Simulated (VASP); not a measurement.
Here is a VASP 6.6.1 calculation.

The input INCAR:

```
PREC     = Accurate       # precision mode
ENCUT    = 520            # plane-wave cutoff, eV
EDIFF    = 1E-6           # SCF threshold, eV
ISMEAR   = 0              # smearing method
SIGMA    = 0.03           # smearing width, eV
LREAL    = False          # projectors in reciprocal space
LASPH    = True           # aspherical terms in the spheres
NELM     = 120            # most SCF steps
ALGO     = All            # electronic algorithm
ISIF     = 2              # what is computed and relaxed
LWAVE    = False          # write WAVECAR
LCHARG   = False          # write CHGCAR
LDIPOL   = True         
IDIPOL   = 3            
DIPOL    = 0.5 0.5 0.500
METAGGA  = R2SCAN         # meta-GGA
LMIXTAU  = True         
NBANDS   = 18             # bands
LVHAR    = True         
LVACPOTAV= True         
AMIN     = 0.01         
KPAR     = 2
```

Contents of KPOINTS:

```
Automatic mesh
0
Gamma
  10 8 1
```

File POSCAR:

```
P                                       
1.0
    3.2923500407      0.0000000000      0.0000000000
    0.0000000000      4.4391240723      0.0000000000
    0.0000000000      0.0000000000     20.1307681600
  P             
     4
Direct
     0.0000000000000000    0.5829074213473220    0.4473896877317571
     0.5000000000000000    0.9170925786526780    0.4473896877317571
     0.5000000000000000    0.0829074213473220    0.5526103122682429
     0.0000000000000000    0.4170925786526780    0.5526103122682429
```

Contents of KPOINTS_OPT:

```
explicit points
76
Reciprocal
 0.0000000000  0.0000000000  0.0000000000 1
 0.0714285700  0.0000000000  0.0000000000 1
 0.1428571400  0.0000000000  0.0000000000 1
 0.2142857100  0.0000000000  0.0000000000 1
 0.2857142900  0.0000000000  0.0000000000 1
 0.3571428600  0.0000000000  0.0000000000 1
 0.4285714300  0.0000000000  0.0000000000 1
 0.5000000000  0.0000000000  0.0000000000 1
 0.5000000000  0.0833333300  0.0000000000 1
 0.5000000000  0.1666666700  0.0000000000 1
 0.5000000000  0.2500000000  0.0000000000 1
 0.5000000000  0.3333333300  0.0000000000 1
 0.5000000000  0.4166666700  0.0000000000 1
 0.5000000000  0.5000000000  0.0000000000 1
 0.4375000000  0.5000000000  0.0000000000 1
 0.3750000000  0.5000000000  0.0000000000 1
 0.3125000000  0.5000000000  0.0000000000 1
 0.2500000000  0.5000000000  0.0000000000 1
 0.1875000000  0.5000000000  0.0000000000 1
 0.1250000000  0.5000000000  0.0000000000 1
 0.0625000000  0.5000000000  0.0000000000 1
 0.0000000000  0.5000000000  0.0000000000 1
 0.0000000000  0.4166666700  0.0000000000 1
 0.0000000000  0.3333333300  0.0000000000 1
 0.0000000000  0.2500000000  0.0000000000 1
 0.0000000000  0.1666666700  0.0000000000 1
 0.0000000000  0.0833333300  0.0000000000 1
 0.0000000000  0.0000000000  0.0000000000 1
 0.0416666700  0.0416666700  0.0000000000 1
 0.0833333300  0.0833333300  0.0000000000 1
 0.1250000000  0.1250000000  0.0000000000 1
 0.1666666700  0.1666666700  0.0000000000 1
 0.2083333300  0.2083333300  0.0000000000 1
 0.2500000000  0.2500000000  0.0000000000 1
 0.2916666700  0.2916666700  0.0000000000 1
 0.3333333300  0.3333333300  0.0000000000 1
 0.3750000000  0.3750000000  0.0000000000 1
 0.4166666700  0.4166666700  0.0000000000 1
 0.4583333300  0.4583333300  0.0000000000 1
 0.5000000000  0.5000000000  0.0000000000 1
 0.0000000000  0.0000000000  0.0000000000 1
 0.0063338600  0.0000000000  0.0000000000 1
-0.0063338600  0.0000000000  0.0000000000 1
 0.0184737500  0.0000000000  0.0000000000 1
-0.0184737500  0.0000000000  0.0000000000 1
 0.0000000000  0.0083638500  0.0000000000 1
 0.0000000000 -0.0083638500  0.0000000000 1
 0.0000000000  0.0243945500  0.0000000000 1
 0.0000000000 -0.0243945500  0.0000000000 1
 0.5000000000  0.0000000000  0.0000000000 1
 0.5063338600  0.0000000000  0.0000000000 1
 0.4936661400  0.0000000000  0.0000000000 1
 0.5184737500  0.0000000000  0.0000000000 1
 0.4815262500  0.0000000000  0.0000000000 1
 0.5000000000  0.0083638500  0.0000000000 1
 0.5000000000 -0.0083638500  0.0000000000 1
 0.5000000000  0.0243945500  0.0000000000 1
 0.5000000000 -0.0243945500  0.0000000000 1
 0.5000000000  0.5000000000  0.0000000000 1
 0.5063338600  0.5000000000  0.0000000000 1
 0.4936661400  0.5000000000  0.0000000000 1
 0.5184737500  0.5000000000  0.0000000000 1
 0.4815262500  0.5000000000  0.0000000000 1
 0.5000000000  0.5083638500  0.0000000000 1
 0.5000000000  0.4916361500  0.0000000000 1
 0.5000000000  0.5243945500  0.0000000000 1
 0.5000000000  0.4756054500  0.0000000000 1
 0.0000000000  0.5000000000  0.0000000000 1
 0.0063338600  0.5000000000  0.0000000000 1
-0.0063338600  0.5000000000  0.0000000000 1
 0.0184737500  0.5000000000  0.0000000000 1
-0.0184737500  0.5000000000  0.0000000000 1
 0.0000000000  0.5083638500  0.0000000000 1
 0.0000000000  0.4916361500  0.0000000000 1
 0.0000000000  0.5243945500  0.0000000000 1
 0.0000000000  0.4756054500  0.0000000000 1
```

Potentials or basis: VASP PAW PBE potentials, release 64 (P).

The run is started by

```sh
$ cat potpaw_PBE.64/P/POTCAR > POTCAR
$ mpirun -np 2 vasp_std > vasp.out
```

Problem. Predict the band gap along the path.

Solution. 0.93 eV, direct.

Problem. What does it give for the ionisation potential of the upper face?

Solution. 5.10 eV.

Forces on the atoms (eV/Å):
```
P    0.000  0.305  0.099
P    0.000 -0.305  0.099
P    0.000  0.305 -0.099
P    0.000 -0.305 -0.099
```

Caveat: the PAW data sets were made with another functional, which shifts forces and pressure a little. r2SCAN opens gaps a little over a GGA but as a rule still falls short of measured ones.
